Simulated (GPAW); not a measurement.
# CrCuO2 (R-3m) in GPAW: reference runs

Aim: a first look at CrCuO2 with PBE, on the cell as given.

All numbers are computed with GPAW 26.7.0; they aren't measurements. Logs are shortened: lines on timing, memory, paths and dates and some standing lists are left out, and cuts for length are marked. The log counts tension as positive stress, the text compression.

### Step 1. Starting point

Symmetry: R-3m, No. 166, trigonal system. Conventional cell: a = 2.973 Å, b = 2.973 Å, c = 17.100 Å, α = 90.00°, β = 90.00°, γ = 120.00°. Cu (site symmetry -3m) is surrounded by 2 O at 1.85 Å. Around Cr (site symmetry -3m) lie 6 O at 1.99 Å. Around O (site symmetry 3m) lie 1 Cu at 1.85 Å and 3 Cr at 1.99 Å.

### Step 2. Single point, PBE, collinear spin, ferromagnetic start

run.py reads:

```python
from ase import Atoms
from ase.dft.bandgap import bandgap
from ase.io import write
from ase.units import Bohr, GPa
from gpaw import GPAW, PW
from gpaw.elf import elf_from_dft_calculation

atoms = Atoms(['Cu', 'Cr', 'O', 'O'],
              cell=[[1.4867, 0.8583466452, 5.7],
                    [-1.4867, 0.8583466452, 5.7],
                    [0.0, -1.7166932904, 5.7]],
              scaled_positions=[[0.0, 0.0, 0.0],
                                [0.5, 0.5, 0.5],
                                [0.89208, 0.89208, 0.89208],
                                [0.10792, 0.10792, 0.10792]],
              pbc=True)
atoms.set_initial_magnetic_moments([0.6, 3.0, 0.0, 0.0])

calc = GPAW(mode=PW(800),
            xc='PBE',
            kpts={'size': (10, 10, 10), 'gamma': True},
            occupations={'name': 'fermi-dirac', 'width': 0.05},
            nbands=30,
            convergence={'density': 1e-05, 'energy': 1e-05},
            maxiter=150,
            txt='gpaw.txt')
atoms.calc = calc
energy = atoms.get_potential_energy()
forces = atoms.get_forces()
stress = atoms.get_stress()
calc.write('gs.gpw')
write('result.traj', atoms)
print(f'Energy: {energy:.6f} eV')
print('Forces (eV/A):')
print(forces.round(4))
print('Stress (GPa):', (stress / GPa).round(3))
print('Moments:', calc.get_magnetic_moments().round(3))
print('Fermi level:', round(calc.get_fermi_level(), 4), 'eV')
print(f'Gap: {bandgap(calc)[0]:.4f} eV, direct: {bandgap(calc, direct=True)[0]:.4f} eV')

# fields on the real-space grid
write('density.cube', atoms, data=calc.get_pseudo_density() * Bohr**3)
write('potential.cube', atoms, data=calc.get_electrostatic_potential())
write('spin.cube', atoms, data=(calc.get_pseudo_density(spin=0) - calc.get_pseudo_density(spin=1)) * Bohr**3)
write('elf.cube', atoms, data=elf_from_dft_calculation(calc).data)
```

Potentials or basis: GPAW PAW data sets (gpaw-data 1.2.1), pw.

The run is started by

```sh
> OMP_NUM_THREADS=1 python run.py
```

gpaw.txt:

```text
__  _  _
 | _ |_)|_||  |
 |__||  | ||/\| - 26.7.0

Input parameters:
  mode=PW(ecut=800.0),
  convergence={'density': 1e-05, 'energy': 1e-05},
  kpts=MonkhorstPack(size=(10, 10, 10), gamma=True),
  maxiter=150,
  nbands=30,
  occupations=Occupations(name='fermi-dirac', width=0.05),
  xc=XC(name='PBE')

Diagonalizing LCAO Hamiltonian
Converting LCAO to pw mode

       O

       Cr

       O

       Cu

Atoms  # Å, Bohr magnetons
|   | symbol |         x |         y |         z |    initial magnetic moments |
|---|--------|-----------|-----------|-----------|-----------------------------|
| 0 |     Cu |  0.000000 |  0.000000 |  0.000000 | ( 0.0000,  0.0000,  0.6000) |
| 1 |     Cr |  0.000000 |  0.000000 |  8.550000 | ( 0.0000,  0.0000,  3.0000) |
| 2 |      O |  0.000000 | -0.000000 | 15.254568 | ( 0.0000,  0.0000,  0.0000) |
| 3 |      O | -0.000000 |  0.000000 |  1.845432 | ( 0.0000,  0.0000,  0.0000) |

Unit cell  # Å
| periodic |         x |         y |        z |  lengths |    angles |
|----------|-----------|-----------|----------|----------|-----------|
|      yes |  1.486700 |  0.858347 | 5.700000 | 5.952901 | 28.924700 |
|      yes | -1.486700 |  0.858347 | 5.700000 | 5.952901 | 28.924700 |
|      yes |  0.000000 | -1.716693 | 5.700000 | 5.952901 | 28.924700 |

Number of symmetries: 12
Symmetry operations  # r_c * U_cc + t_c -> r_c
|    | kind |            matrix            |
|----|------|------------------------------|
|  0 |  E   |  1, 0, 0,  0, 1, 0,  0, 0, 1 |
|  1 |  σ   |  1, 0, 0,  0, 0, 1,  0, 1, 0 |
|  2 |  σ   |  0, 1, 0,  1, 0, 0,  0, 0, 1 |
|  3 |  C3  |  0, 1, 0,  0, 0, 1,  1, 0, 0 |
|  4 |  C3  |  0, 0, 1,  1, 0, 0,  0, 1, 0 |
|  5 |  σ   |  0, 0, 1,  0, 1, 0,  1, 0, 0 |
|  6 |  C2  |  0, 0,-1,  0,-1, 0, -1, 0, 0 |
|  7 |  S6  |  0, 0,-1, -1, 0, 0,  0,-1, 0 |
|  8 |  S6  |  0,-1, 0,  0, 0,-1, -1, 0, 0 |
|  9 |  C2  |  0,-1, 0, -1, 0, 0,  0, 0,-1 |
| 10 |  C2  | -1, 0, 0,  0, 0,-1,  0,-1, 0 |
| 11 |  i   | -1, 0, 0,  0,-1, 0,  0, 0,-1 |

BZ-sampling:
  Number of BZ points: 1000
  Number of IBZ points: 116

  Monkhorst-Pack size: [10, 10, 10]
  Monkhorst-Pack shift: [0.05, 0.05, 0.05]

K-points  # in reciprocal-cell coordinates
|     |                                coordinates |     weight |
|-----|--------------------------------------------|------------|
|   0 | (  0.00000000,   0.00000000,   0.00000000) | 0.00100000 |
|   1 | (  0.10000000,   0.00000000,  -0.10000000) | 0.00600000 |
|   2 | (  0.10000000,   0.00000000,   0.00000000) | 0.00600000 |
|   3 | (  0.10000000,   0.10000000,  -0.10000000) | 0.00600000 |
|   4 | (  0.10000000,   0.10000000,   0.00000000) | 0.00600000 |
|   5 | (  0.10000000,   0.10000000,   0.10000000) | 0.00200000 |
|   6 | (  0.20000000,  -0.10000000,  -0.10000000) | 0.00600000 |
|   7 | (  0.20000000,   0.00000000,  -0.20000000) | 0.00600000 |
|   8 | (  0.20000000,   0.00000000,  -0.10000000) | 0.01200000 |
|   9 | (  0.20000000,   0.00000000,   0.00000000) | 0.00600000 |
| ... |                                            |            |
| 115 | (  0.50000000,   0.50000000,   0.50000000) | 0.00100000 |

Plane wave coefficients: 2257
Cutoff: 800.0 eV

Spin-components: 2 (collinear spins)
Bands:           30
Projectors:      22
Spin-degeneracy: 1
Datatype:        complex128

Parallelization:
  kpt:    1
  domain: 1
  band:   1

Density:
  Valence electrons: 29.0
  Components: 2
  Grid points: [40 40 40]
  Charge: 0.0  # |e|

Potential:
  Grid points: [40 40 40]

species:
  Cu:
    name:    Copper
    Z:       29.0
    valence: 11
    core:    18
    charge:  0.0  # [|e|]
    compensation charges:
      type: gauss
      rc: 0.33  # [Å]
      lmax: 2
    cutoffs:
      filter: 2.06  # [Å]
      core: 2.43  # [Å]
    projectors
    | kind |    occ | energy [eV] | rcut [Å] |
    |------|--------|-------------|----------|
    |   4s |  1.000 |      -4.609 |    1.164 |
    |   4p |  0.000 |      -0.698 |    1.164 |
    |   3d | 10.000 |      -5.039 |    1.058 |
    |    s |        |      22.603 |    1.164 |
    |    p |        |      26.513 |    1.164 |
    |    d |        |      22.172 |    1.058 |

    Using partial waves for Cu as LCAO basis

  Cr:
    name:    Chromium
    Z:       24.0
    valence: 6
    core:    18
    charge:  0.0  # [|e|]
    compensation charges:
      type: gauss
      rc: 0.35  # [Å]
      lmax: 2
    cutoffs:
      filter: 2.14  # [Å]
      core: 3.04  # [Å]
    projectors
    | kind |    occ | energy [eV] | rcut [Å] |
    |------|--------|-------------|----------|
    |   4s |  1.000 |      -4.007 |    1.164 |
    |   4p |  0.000 |      -0.989 |    1.217 |
    |   3d |  5.000 |      -2.913 |    1.111 |
    |    s |        |      23.205 |    1.164 |
    |    p |        |      26.223 |    1.217 |
    |    d |        |      24.299 |    1.111 |

    Using partial waves for Cr as LCAO basis

  O:
    name:    Oxygen
    Z:       8.0
    valence: 6
    core:    2
    charge:  0.0  # [|e|]
    compensation charges:
      type: gauss
      rc: 0.21  # [Å]
      lmax: 2
    cutoffs:
      filter: 1.17  # [Å]
      core: 0.83  # [Å]
    projectors
    | kind |    occ | energy [eV] | rcut [Å] |
    |------|--------|-------------|----------|
    |   2s |  2.000 |     -23.961 |    0.688 |
    |   2p |  4.000 |      -9.029 |    0.598 |
    |    s |        |       3.251 |    0.688 |
    |    p |        |      18.182 |    0.598 |
    |    d |        |       0.000 |    0.619 |

    Using partial waves for O as LCAO basis

Reference energy: -77685.533893  # eV

eigensolver:
  PPCG
  Converge bands: occupied
  niter=2

density mixing:
  MSR1-Mixer
  Pratt-step length: 0.05
  Maximum mixing coefficient: 0.75
  Old densities: 10
  SVD Regularization: 0.005
  Good broyden scale: 1.0
  Trust region scale: 1.0
  Backstep threshold: 4.0
  History deletion threshold: 6.0
  Fourier metric: weight=20.0, sigma=0.015

occupation numbers:
  Fermi-Dirac:
    width: 0.0500  # eV

poisson solver:
  ecut: 6400.0  # eV

xc functional:
  name: PBE with 2 nearest neighbor stencil

convergence criteria:
- Maximum integral of absolute [dens]ity change: 1e-05 electrons / valence electron
- Maximum [total energy] change in last 3 cyles: 1e-05 eV / valence electron
- Maximum integral of absolute [eigenst]ate change: 4e-08 eV^2 / valence electron
maximum number of iterations: 150

SCF iterations
|iter     | |      energy | eigst |  dens |  magmom |
|---------|-|-------------|-------|-------|---------|
|iter:   1| |  -39.788650 | +0.35 |       |  +3.5765|
|iter:   2| |  -33.538931 | -0.69 | -0.33 |  +3.4914|
|iter:   3| |  -30.334829 | -2.04 | -0.60 |  +3.4315|
|iter:   4| |  -29.062951 | -1.81 | -0.81 |  +3.3978|
|iter:   5| |  -28.911945 | -1.63 | -0.91 |  +3.3423|
|iter:   6| |  -28.958806 | -2.86 | -1.04 |  +3.2834|
|iter:   7| |  -28.948101 | -2.40 | -1.09 |  +3.1582|
|iter:   8| |  -29.098546 | -2.70 | -1.30 |  +3.0084|
|iter:   9| |  -29.142717 | -3.51 | -1.53 |  +2.9303|
|iter:  10| |  -29.114589 | -3.06 | -1.74 |  +2.9328|
|iter:  11| |  -29.102281 | -4.01 | -2.05 |  +2.9710|
|iter:  12| |  -29.092655 | -3.69 | -2.25 |  +3.0102|
|iter:  13| |  -29.091592 | -4.48 | -2.65 |  +3.0137|
|iter:  14| |  -29.091615 | -5.82 | -3.01 |  +3.0025|
|iter:  15| |  -29.091612c| -6.66 | -3.61 |  +3.0003|
|iter:  16| |  -29.091612c| -8.00c| -4.34 |  +3.0000|
|iter:  17| |  -29.091612c| -7.84c| -4.71 |  +3.0000|
|iter:  18| |  -29.091612c| -8.50c| -5.13c|  +3.0000|

Converged in 18 steps
Energy contributions relative to reference atoms: (reference = -77685.533893)

Energy contributions:
  Kinetic:           2.591474
  Coulomb:         -10.874571
  Zero:              0.777655
  External:          0.000000
  Xc:              -21.586169
  Entropy:          -0.000001
  Spinorbit:         0.000000
  ----------------------------
  Free energy:     -29.091612
  Extrapolated:    -29.091612

dipole moment: (0.000000, -0.000000, -36.970601)  # |e|*Ang

Total magnetic moment: (0.000000, 0.000000, 3.000003)

Local magnetic moments
|        x |        y |         z |
|----------|----------|-----------|
| 0.000000 | 0.000000 |  0.025512 |  # Cu   0
| 0.000000 | 0.000000 |  2.733655 |  # Cr   1
| 0.000000 | 0.000000 | -0.000794 |  # O    2
| 0.000000 | 0.000000 | -0.000794 |  # O    3

Fermi level: 7.305
Eigenvalues  # (at kpt = [0.000, 0.000, 0.000])
| band index |      eig [eV] | occ [0-1] |      eig [eV] | occ [0-1] |
|------------|---------------|-----------|---------------|-----------|
|          0 |       -13.488 |     1.000 |       -13.407 |     1.000 |
|        ... |               |           |               |           |
|          7 |         3.967 |     1.000 |         3.959 |     1.000 |
|          8 |         3.967 |     1.000 |         3.959 |     1.000 |
|          9 |         4.589 |     1.000 |         4.616 |     1.000 |
|         10 |         4.589 |     1.000 |         4.616 |     1.000 |
|         11 |         4.836 |     1.000 |         5.001 |     1.000 |
|         12 |         4.836 |     1.000 |         5.001 |     1.000 |
|         13 |         5.527 |     1.000 |         8.146 |     0.000 |
|         14 |         5.532 |     1.000 |         8.587 |     0.000 |
|         15 |         5.895 |     1.000 |         8.592 |     0.000 |
|         16 |         8.917 |     0.000 |         9.934 |     0.000 |
|         17 |         9.615 |     0.000 |        10.931 |     0.000 |
|         18 |         9.616 |     0.000 |        10.932 |     0.000 |
|         19 |        13.319 |     0.000 |        13.762 |     0.000 |
|         20 |        15.302 |     0.000 |        15.989 |     0.000 |
|         21 |        15.636 |     0.000 |        17.525 |     0.000 |
|        ... |               |           |               |           |
|         29 |        24.891 |     0.000 |        25.239 |     0.000 |

Gap: 1.088 eV
Transition (v -> c):
  (s=0, k=89, n=15, [0.50, 0.20, -0.20]) -> (s=0, k=81, n=16, [0.40, 0.40, 0.10])
Direct/indirect transitions are different
Direct gap: 1.279 eV
Transition at: (s=0, k=81, n=15, [0.40, 0.40, 0.10])

Forces  # eV/Ang
|       x |        y |        z |
|---------|----------|----------|
| 0.00000 | -0.00000 |  0.00000 |  # Cu   0
| 0.00000 | -0.00000 |  0.00000 |  # Cr   1
| 0.00000 | -0.00000 | -0.00945 |  # O    2
| 0.00000 | -0.00000 |  0.00945 |  # O    3

Stress tensor  # eV/Ang^3
|         x |         y |         z |
|-----------|-----------|-----------|
| -0.039164 |  0.000000 |  0.000000 |
| -0.000000 | -0.039164 |  0.000000 |
|  0.000000 |  0.000000 | -0.050388 |

# Writing to gs.gpw (mode='')
```

Run time: 25 min. Hardware: 1 thread of Arm Neoverse V1, shared host; peak memory 0.62 GiB.

Results:

| Quantity | Value |
| --- | --- |
| Free energy | -29.0916 eV |
| Pressure | 6.9 GPa |
| Largest force | 0.009 eV/Å |
| Band gap on the k mesh | 1.09 eV, indirect (least direct gap 1.28 eV) |
| Net moment | 3.00 μB per cell |
| Site moments | Cu +0.03; Cr +2.73; O -0.00 μB |

Forces in eV/Å, atoms in the order of the input:
```
Cu   0.000  0.000  0.000
Cr   0.000  0.000  0.000
O    0.000  0.000 -0.009
O    0.000  0.000  0.009
```

Levels at points of the mesh, in eV from the valence-band top:
Spin up:
| k point | band 13 | band 14 | band 15 | band 16 | band 17 | band 18 | band 19 | band 20 |
| --- | --- | --- | --- | --- | --- | --- | --- | --- |
| (0.00, 0.00, 0.00) | -1.89 | -1.20 | -1.19 | -0.83 | 2.19 | 2.89 | 2.89 | 6.59 |
| (0.50, 0.00, 0.00) | -1.39 | -0.60 | -0.57 | -0.39 | 2.25 | 2.62 | 2.89 | 5.80 |
| (0.50, 0.50, 0.00) | -1.40 | -0.60 | -0.54 | -0.16 | 2.18 | 2.76 | 2.84 | 6.63 |
| (0.50, 0.50, 0.50) | -1.28 | -1.08 | -1.08 | -0.27 | 2.68 | 2.68 | 3.24 | 5.23 |
Spin down:
```
           k point  band 11  band 12  band 13  band 14  band 15  band 16
(0.00, 0.00, 0.00)    -2.11    -1.73    -1.73     1.42     1.86     1.87
(0.50, 0.00, 0.00)    -1.49    -1.41    -0.53     1.15     2.73     2.80
(0.50, 0.50, 0.00)    -1.66    -1.49    -0.76     1.73     2.81     2.81
(0.50, 0.50, 0.50)    -2.11    -1.08    -1.08     1.85     1.86     2.69
```

Caveat: with this Cu data set, volumes or pressures lay over 1.5 % or 2 GPa off other programs in two to four cells of ten; only a ferromagnetic start was run, and an antiferromagnetic order may lie lower in energy; the program warned that so skewed a cell can give wrong results. A k mesh can miss the band edges.
